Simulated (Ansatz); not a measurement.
Na2S (Fm-3m) from LDA to hybrids

All numbers come from the PAW code Ansatz. (Simulation; spin polarisation is off.)

A 3-atom cell of Na2S started from a crystallographic database, relaxed with r2SCAN. The symmetry is Fm-3m (No. 225, cubic); a = 6.511 Å in the conventional setting, 23.00 Å³ an atom. Na is surrounded by 4 S at 2.82 Å; S is surrounded by 8 Na at 2.82 Å.

Relaxed lattice by functional, symmetry kept:

| functional | k mesh | a (Å) | volume (Å³/atom) |
| --- | --- | --- | --- |
| PBE | 6×6×6 | 6.568 | 23.61 |
| r2SCAN | 6×6×6 | 6.511 | 23.00 |
| PBEsol | 6×6×6 | 6.501 | 22.89 |
| LDA | 6×6×6 | 6.384 | 21.68 |
| HSE06 | 4×4×4 | 6.520 | 23.10 |

Band edges at fixed r2SCAN geometry:
```tsv
level	k mesh	gap (eV)	kind	edges	least direct gap (eV)	rough cost
LDA	8×8×8	2.29	direct	Γ	2.29	2.1 core-seconds
PBE	8×8×8	2.53	direct	Γ	2.53	3 core-seconds
r2SCAN	8×8×8	3.09	direct	Γ	3.09	5 core-seconds
HSE06	6×6×6	3.53	direct	Γ	3.53	90 core-seconds
DDH-PBE0	6×6×6	4.45	direct	Γ	4.45	110 core-seconds
PBE0	6×6×6	4.20	direct	Γ	4.20	120 core-seconds
r2SCAN0	6×6×6	4.50	direct	Γ	4.50	2 core-minutes
Hartree-Fock	6×6×6	9.62	direct	Γ	9.62	110 core-seconds
G0W0@PBE (205 empty bands, 120 eV, 4×4×4)	4×4×4	4.11	–	Γ (mesh)	–	40 core-seconds
G0W0@PBE (511 empty bands, 220 eV, 4×4×4)	4×4×4	4.22	–	Γ (mesh)	–	6 core-minutes
```
PBE: smearing of 0.02 eV; the others have fixed occupations.
Wave cutoffs: 420 eV, 500 eV (r2SCAN, r2SCAN0).
The G0W0 gap is PBE's gap over the path plus the quasiparticle shift read on the mesh. G0W0 values are finite-basis, finite-mesh values.
Costs come from shared machines and give only the order; PBE's includes the band path.

With HSE06 the gap is 3.53 eV and direct, at Γ.

Set against the finite-basis gap of 4.22 eV from G0W0@PBE (511 empty bands, 220 eV, 4×4×4), the closest functional is PBE0, which differs by -0.02 eV, at about 23 times r2SCAN's cost; G0W0 itself took about 70 times r2SCAN's cost. The others: DDH-PBE0 +0.23, r2SCAN0 +0.28, HSE06 -0.69, r2SCAN -1.13, PBE -1.69, LDA -1.93, Hartree-Fock +5.40 eV. The yardstick's own error is a tenth of an eV or more. r2SCAN covers 56 % of the step from PBE to HSE06, while HSE06 needs about 19 times r2SCAN's cost (on a coarser mesh). Among these functionals the gap stays direct.

r2SCAN (ground state on 6×6×6): The clamped-ion dielectric constant comes out as 3.20 in all directions. Born charges, averaged over directions: Na +0.95, S -1.89 e. PBE (ground state on 6×6×6): ε∞: 3.48 in all directions. Born charges, averaged over directions: Na +0.96, S -1.92 e.

On the PBEsol cell (a = 6.501 Å), with PBEsol: All optical modes at Γ are real, from 189 to 205 cm⁻¹ without the longitudinal term; this says nothing of other wave vectors. With the long-range field the highest mode reaches 285 cm⁻¹. The electronic dielectric tensor ε∞ is 3.55 in all directions. With the ions relaxed, ε⁰ is 6.9 in all directions. Born charges, averaged over directions: Na +0.96, S -1.91 e.

The meshes of the hybrids are coarse, so their gaps aren't converged to the digits shown.
